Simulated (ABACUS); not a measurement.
# PbS (Galena) (Fm-3m) in ABACUS: a series of runs

The runs below take PbS (Galena) through equation of state, with r2SCAN.

All numbers are computed with ABACUS 3.10.1; they aren't measurements. Logs are shortened: lines on timing, memory, paths and dates and some standing lists are left out, and cuts for length are marked.

**1. The structure**

It takes space group Fm-3m (No. 225, cubic). Conventional cell: a = 5.931 Å, b = 5.931 Å, c = 5.931 Å, α = 90.00°, β = 90.00°, γ = 90.00°. Pb (site symmetry m-3m) has 6 S at 2.97 Å as nearest neighbours. S (site symmetry m-3m) is surrounded by 6 Pb at 2.97 Å.

**2. Equation of state, r2SCAN, 24.52 Å³/atom (volume scaled by 0.94)**

Input file INPUT:

```
INPUT_PARAMETERS
suffix              PbS
calculation         scf
basis_type          pw
pseudo_dir          ./
symmetry            1
dft_functional      MGGA_X_R2SCAN+MGGA_C_R2SCAN
ecutwfc             73
pseudo_rcut         7
nspin               1
nbands              14
ks_solver           dav
smearing_method     fd
smearing_sigma      0.00367493
scf_thr             1e-08
scf_nmax            100
mixing_type         broyden
mixing_beta         0.7
cal_force           1
cal_stress          1
mixing_tau          1
kpar                4
```

Input file STRU:

```
ATOMIC_SPECIES
Pb 207.2000 Pb_ONCV_PBE-1.2.upf
S 32.0600 S_ONCV_PBE-1.2.upf

LATTICE_CONSTANT
7.7640982379

LATTICE_VECTORS
0.0000000000 0.7071067812 0.7071067812
0.7071067812 0.0000000000 0.7071067812
0.7071067812 0.7071067812 0.0000000000

ATOMIC_POSITIONS
Cartesian

Pb
0.0
1
0.0000000000 0.0000000000 0.0000000000 1 1 1

S
0.0
1
0.7071067812 0.7071067812 0.7071067812 1 1 1
```

Input file KPT:

```
K_POINTS
0
Gamma
5 5 5 0 0 0
```

Potentials or basis: SG15 ONCV 1.2 PBE, plane waves.

On the command line:

```console
OMP_NUM_THREADS=1 mpirun -np 4 abacus > log
```

running log:

```text
ABACUS v3.10.1

               Atomic-orbital Based Ab-initio Computation at UStc

 ------------------------------------------------------------------------------------

 READING GENERAL INFORMATION
                           global_out_dir = OUT.PbS/
                           global_in_card = INPUT
                               pseudo_dir = ./
                              orbital_dir =
                                    DSIZE = 4
                                    GSIZE = 1

 READING UNITCELL INFORMATION
                                    ntype = 2
                  lattice constant (Bohr) = 7.7641
              lattice constant (Angstrom) = 4.10858

 READING ATOM TYPE 1
                               atom label = Pb
                      L=0, number of zeta = 1
                      L=1, number of zeta = 1
                      L=2, number of zeta = 1
             number of atom for this type = 1

 READING ATOM TYPE 2
                               atom label = S
                      L=0, number of zeta = 1
                      L=1, number of zeta = 1
                      L=2, number of zeta = 1
             number of atom for this type = 1

                        TOTAL ATOM NUMBER = 2
CARTESIAN COORDINATES ( UNIT =       7.764098237900 Bohr ).
    atom                   x                   y                   z     mag                  vx                  vy                  vz
tauc_Pb1            0.0000000000        0.0000000000        0.0000000000  0.0000        0.0000000000        0.0000000000        0.0000000000
tauc_S1            0.7071067812        0.7071067812        0.7071067812  0.0000        0.0000000000        0.0000000000        0.0000000000

                          Volume (Bohr^3) = 330.947
                             Volume (A^3) = 49.0412

 Lattice vectors: (Cartesian coordinate: in unit of a_0)
                   +0           +0.707107           +0.707107
            +0.707107                  +0           +0.707107
            +0.707107           +0.707107                  +0
 Reciprocal vectors: (Cartesian coordinate: in unit of 2 pi/a_0)
            -0.707107           +0.707107           +0.707107
            +0.707107           -0.707107           +0.707107
            +0.707107           +0.707107           -0.707107
 The esolver type has been set to : ksdft_pw

                PAO radial cut off (Bohr) = 7

 Read in pseudopotential file is Pb_ONCV_PBE-1.2.upf
                     pseudopotential type = NC
          exchange-correlation functional = PBE
                 nonlocal core correction = 0
                        valence electrons = 14
                                     lmax = 3
                           number of zeta = 0
                     number of projectors = 8
                           L of projector = 0
                           L of projector = 0
[... 163 lines left out ...]
 projector 1 L=0
 projector 2 L=0
 projector 3 L=1
 projector 4 L=1
      TOTAL NUMBER OF NONLOCAL PROJECTORS = 40

 Init Non-Local PseudoPotential table :
 Init Non-Local-Pseudopotential done.

                                     npwx = 3503

 -------------------------------------------
 SELF-CONSISTENT
 -------------------------------------------
                                 init_chg = atomic

 PW ALGORITHM --------------- ION=   1  ELEC=   1--------------------------------
 Notice: Threshold on eigenvalues was too large.
 hsover_error=0.2 > DRHO=0.121177
 Origin diag ethr = 0.01
 New diag ethr = 0.000605887

 Density error is 0.123097595211
                          Error Threshold = 0.000605887470157
----------------------------------------------------------
     Energy           Rydberg                 eV
----------------------------------------------------------
 E_KohnSham     -132.7284532233      -1805.8632505628
 E_Harris       -132.8036424623      -1806.8862526423
 E_Fermi        0.7181077731         9.7703574923
----------------------------------------------------------
[... 63 lines left out ...]
 Density error is 5.38014628086e-10
                          Error Threshold = 6.26261004501e-11
----------------------------------------------------------
     Energy           Rydberg                 eV
----------------------------------------------------------
 E_KohnSham     -132.8028999497      -1806.8761502395
 E_KS(sigma->0) -132.8028999455      -1806.8761501833
 E_Harris       -132.8029399296      -1806.8766941948
 E_band         -2.1522006165        -29.2821916229
 E_one_elec     -25.0220137776       -340.4419628095
 E_Hartree      23.7577412940        323.2406532086
 E_xc           -17.9910352207       -244.7805919206
 E_Ewald        -113.5475922371      -1544.8942486055
 E_entropy(-TS) -0.0000000083        -0.0000001124
 E_descf        0.0000000000         0.0000000000
 E_exx          0.0000000000         0.0000000000
 E_Fermi        0.7550598531         10.2731163333
----------------------------------------------------------

 charge density convergence is achieved
 final etot is -1806.8761502 eV
 EFERMI = 10.273116333 eV

 STATE ENERGY(eV) AND OCCUPATIONS    NSPIN == 1
 1/3 kpoint (Cartesian) = 0.0000 0.0000 0.0000 (3479 pws)
       1       -6.76405      0.0160000
       2       -6.76405      0.0160000
       3       -6.76405      0.0160000
       4       -6.75257      0.0160000
       5       -6.75257      0.0160000
       6       -4.81758      0.0160000
       7        3.64592      0.0160000
       8        7.43764      0.0160000
       9        7.43764      0.0160000
      10        7.43764      0.0160000
      11        15.5512    2.28663e-48
      12        15.5512    2.28663e-48
      13        15.5512    2.28663e-48
      14        17.3104    1.19941e-63
[... 19 lines left out ...]
       2       -6.80044       0.128000
       3       -6.76409       0.128000
       4       -6.70429       0.128000
       5       -6.70429       0.128000
       6       -3.58941       0.128000
       7       0.612835       0.128000
       8        7.90080       0.128000
       9        7.90080       0.128000
      10        9.55263       0.128000
      11        10.9922    7.26696e-08
      12        12.2343    1.18232e-18
      13        12.2343    1.18232e-18
      14        18.6474    2.33760e-74

------------------------------------------------------------------------------------------
 TOTAL-FORCE (eV/Angstrom)
------------------------------------------------------------------------------------------
                       Pb1         0.0000000000         0.0000000000         0.0000000000
                        S1         0.0000000000         0.0000000000         0.0000000000
------------------------------------------------------------------------------------------

----------------------------------------------------------------
 TOTAL-STRESS (KBAR)
----------------------------------------------------------------
        42.5029006575         0.0000000000        -0.0000000000
         0.0000000000        42.5029006575        -0.0000000000
         0.0000000000        -0.0000000000        42.5029006575
----------------------------------------------------------------
 TOTAL-PRESSURE: 42.502901 KBAR

 --------------------------------------------
 !FINAL_ETOT_IS -1806.8761502394756917 eV
 --------------------------------------------
```

Run time: 8 s. Hardware: 4 MPI ranks of Intel Xeon 6975P-C (Granite Rapids), shared host; peak memory 0.4 GiB.

What came out:

| Quantity | Value |
| --- | --- |
| Free energy | -1806.8762 eV |
| Pressure | 4.3 GPa |

Caveat: this odd mesh misses L, where the gap lies, so gap, dielectric constants and Born charges aren't listed; the potentials were made for another functional, which shifts forces and pressure.

**3. Equation of state, r2SCAN, 25.04 Å³/atom (volume scaled by 0.96)**

INPUT is that of step 2.

Changes to STRU since step 2:

```diff
@@ -5,3 +5,3 @@
 LATTICE_CONSTANT
-7.7640982379
+7.8187767877
```

KPT is that of step 2.

Potentials or basis: SG15 ONCV 1.2 PBE, plane waves.

On the command line:

```console
OMP_NUM_THREADS=1 mpirun -np 4 abacus > log
```

Wall time 8 s (4 MPI ranks of Intel Xeon 6975P-C (Granite Rapids), shared host); peak memory 0.4 GiB.

Results (log left out):

```
Free energy : -1806.8989 eV
Pressure    : 2.7 GPa
```

Caveat: this odd mesh misses L, where the gap lies, so gap, dielectric constants and Born charges aren't listed; the potentials were made for another functional, which shifts forces and pressure.

**4. Equation of state, r2SCAN, 25.56 Å³/atom (volume scaled by 0.98)**

INPUT is that of step 3.

Changes to STRU since step 3:

```diff
@@ -5,3 +5,3 @@
 LATTICE_CONSTANT
-7.8187767877
+7.8727010901
```

KPT is that of step 3.

On the command line:

```console
OMP_NUM_THREADS=1 mpirun -np 4 abacus > log
```

Run time: 7.8 s. Hardware: 4 MPI ranks of Intel Xeon 6975P-C (Granite Rapids), shared host; peak memory 0.4 GiB.

The run converged. Its results:

```
Free energy : -1806.9119 eV
Pressure    : 1.3 GPa
```

Caveat: this odd mesh misses L, where the gap lies, so gap, dielectric constants and Born charges aren't listed; the potentials were made for another functional, which shifts forces and pressure.

**5. Equation of state, r2SCAN, 26.09 Å³/atom**

INPUT is that of step 4.

Changes to STRU since step 4:

```diff
@@ -5,3 +5,3 @@
 LATTICE_CONSTANT
-7.8727010901
+7.9258966301
```

KPT is that of step 4.

On the command line:

```console
OMP_NUM_THREADS=1 mpirun -np 4 abacus > log
```

Run time: 7.9 s. Hardware: 4 MPI ranks of Intel Xeon 6975P-C (Granite Rapids), shared host; peak memory 0.4 GiB.

The run converged. Its results:

| Quantity | Value |
| --- | --- |
| Free energy | -1806.9163 eV |
| Pressure | 0.0 GPa |

Caveat: this odd mesh misses L, where the gap lies, so gap, dielectric constants and Born charges aren't listed; the potentials were made for another functional, which shifts forces and pressure.

**6. Equation of state, r2SCAN, 26.61 Å³/atom (volume scaled by 1.02)**

INPUT is that of step 5.

Changes to STRU since step 5:

```diff
@@ -5,3 +5,3 @@
 LATTICE_CONSTANT
-7.9258966301
+7.9783875415
```

KPT is that of step 5.

Potentials or basis: SG15 ONCV 1.2 PBE, plane waves.

On the command line:

```console
OMP_NUM_THREADS=1 mpirun -np 4 abacus > log
```

It took 7.8 s on 4 MPI ranks of Intel Xeon 6975P-C (Granite Rapids), shared host; peak memory 0.4 GiB.

It converged, with:

| Item | Value |
| --- | --- |
| Free energy | -1806.9129 eV |
| Pressure | -1.1 GPa |

Caveat: this odd mesh misses L, where the gap lies, so gap, dielectric constants and Born charges aren't listed; the potentials were made for another functional, which shifts forces and pressure.

**7. Equation of state, r2SCAN, 27.13 Å³/atom (volume scaled by 1.04)**

INPUT is that of step 6.

Changes to STRU since step 6:

```diff
@@ -5,3 +5,3 @@
 LATTICE_CONSTANT
-7.9783875415
+8.0301967045
```

KPT is that of step 6.

On the command line:

```console
OMP_NUM_THREADS=1 mpirun -np 4 abacus > log
```

Run time: 7.8 s. Hardware: 4 MPI ranks of Intel Xeon 6975P-C (Granite Rapids), shared host; peak memory 0.44 GiB.

Results (log left out):

- Free energy: -1806.9025 eV
- Pressure: -2.1 GPa

Caveat: this odd mesh misses L, where the gap lies, so gap, dielectric constants and Born charges aren't listed; the potentials were made for another functional, which shifts forces and pressure.

**8. Equation of state, r2SCAN, 27.65 Å³/atom (volume scaled by 1.06)**

INPUT is that of step 7.

Changes to STRU since step 7:

```diff
@@ -5,3 +5,3 @@
 LATTICE_CONSTANT
-8.0301967045
+8.0813458332
```

KPT is that of step 7.

On the command line:

```console
OMP_NUM_THREADS=1 mpirun -np 4 abacus > log
```

Wall time 7.8 s (4 MPI ranks of Intel Xeon 6975P-C (Granite Rapids), shared host); peak memory 0.44 GiB.

The run converged. Its results:

```yaml
Free_energy: -1806.8858 eV
Pressure: -3.0 GPa
```

Caveat: this odd mesh misses L, where the gap lies, so gap, dielectric constants and Born charges aren't listed; the potentials were made for another functional, which shifts forces and pressure.

**9. Equation of state, r2SCAN**

Potentials or basis: SG15 ONCV 1.2 PBE, plane waves.

This step only gathers the single runs of the series.

Results:

```
Equilibrium volume                      : 26.11 Å³/atom
Bulk modulus                            : 59 GPa
Pressure derivative of the bulk modulus : 4.4
```

Energy against volume, from the lowest point:
```csv
volume (Å³/atom),energy (meV/atom)
24.521,20.06
25.042,8.71
25.564,2.19
26.086,0.00
26.607,1.70
27.129,6.89
27.651,15.22
```

Caveat: the k mesh is coarse (spacing up to 0.37 Å⁻¹), so the values aren't converged; this odd mesh misses L, where the gap lies, so gap, dielectric constants and Born charges aren't listed; the potentials were made for another functional, which shifts forces and pressure. Spin-orbit coupling is left out, which matters for the levels of Pb.

**10. For comparison**

An earlier run on the cell as given: functional PBEsol; potentials or basis PseudoDojo NC SR 0.4.1 PBEsol standard; cutoff 857 eV; density cutoff 3429 eV; basis plane waves; k mesh 8 × 8 × 8; occupations fermi-dirac, width 0.05 eV; no spin polarisation.

* Pressure: -0.8 GPa
* Band gap on the k mesh: 0.26 eV, direct
